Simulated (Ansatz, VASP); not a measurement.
**Two plane-wave programs on Os**

Contents of INCAR:

```
ALGO = Fast ; DIPOL = 0.5 0.5 0.500
EDIFF = 1E-6 ; EDIFFG = -0.02
ENCUT = 520 ; GGA = PE
IBRION = 2 ; IDIPOL = 3
ISIF = 2 ; ISMEAR = 0
LASPH = True ; LCHARG = False
LDIPOL = True ; LREAL = False
LWAVE = False ; NELM = 100
NSW = 80 ; PREC = Accurate
SIGMA = 0.1
```

The input KPOINTS:

```
k-points
0
Gamma
  15 15 1
```

The input POSCAR:

```
Os
1.0
    2.7528310569      0.0000000000      0.0000000000
   -1.3764155284      2.3840216276      0.0000000000
    0.0000000000      0.0000000000     28.0528968982
Os
7
Direct
    0.3333333333      0.6666666667      0.2673520680
    0.6666666667      0.3333333333      0.3449013787
    0.3333333333      0.6666666667      0.4224506893
    0.6666666667      0.3333333333      0.5000000000
    0.3333333333      0.6666666667      0.5775493107
    0.6666666667      0.3333333333      0.6550986213
    0.3333333333      0.6666666667      0.7326479320
```

Input for Ansatz:

```yaml
crystal:
  lattice:
    - [2.7528310569, 0.0, 0.0]
    - [-1.3764155284, 2.3840216276, 0.0]
    - [0.0, 0.0, 28.0528968982]
  atoms:
    - { symbol: Os, position: [0.3333333333, 0.6666666667, 0.267352068] }
    - { symbol: Os, position: [0.6666666667, 0.3333333333, 0.3449013787] }
    - { symbol: Os, position: [0.3333333333, 0.6666666667, 0.4224506893] }
    - { symbol: Os, position: [0.6666666667, 0.3333333333, 0.5] }
    - { symbol: Os, position: [0.3333333333, 0.6666666667, 0.5775493107] }
    - { symbol: Os, position: [0.6666666667, 0.3333333333, 0.6550986213] }
    - { symbol: Os, position: [0.3333333333, 0.6666666667, 0.732647932] }
basis:
  ecutwfc: 420
kpoints:
  mp_grid: { grid: [15, 15, 1] }
hamiltonian:
  xc: pbe
scf:
  occupations: { method: gaussian, width: 0.1 }
output:
  forces: true
  eigenvalues: true
  write_density: true
  write_potential: true
  elf: true
  volumetric_format: npy
relax:
  adjacent_minimum: "off"
  f_tol: 0.02
  max_steps: 60
efield:
  axis: 3
  dipole_correction: true
  ramp_width: 0.04
```

Alike in both runs: task relaxation of the atoms; functional PBE; k mesh 15 × 15 × 1; occupations gaussian, width 0.1 eV; no spin polarisation.

```csv
,VASP,Ansatz
version,VASP 6.6.1,Ansatz 0.2.0
potentials or method,"VASP PAW PBE potentials, release 64 (Os)","scalar-relativistic, plane waves, PAW"
plane-wave cutoff (eV),520,420
valence electrons in the cell,56,112
```

|  | VASP | Ansatz | Ansatz less VASP |
| --- | --- | --- | --- |
| gap on the k mesh at the Fermi level, each at its own relaxed structure (eV) | none | none | - |
| energy change over the relaxation (meV/atom) | -12 | -12 | -0.1 |

A gap of «none» marks a metal or a gap that the smearing closes. The two sets of potentials don't hold the same shells in valence. Ansatz warned: «xc_potential_rough_in_thin_density».

Caveats: the bands computed are all filled at some k points, so no gap is given. The runs have no spin-orbit coupling, so splittings on Os are missing.
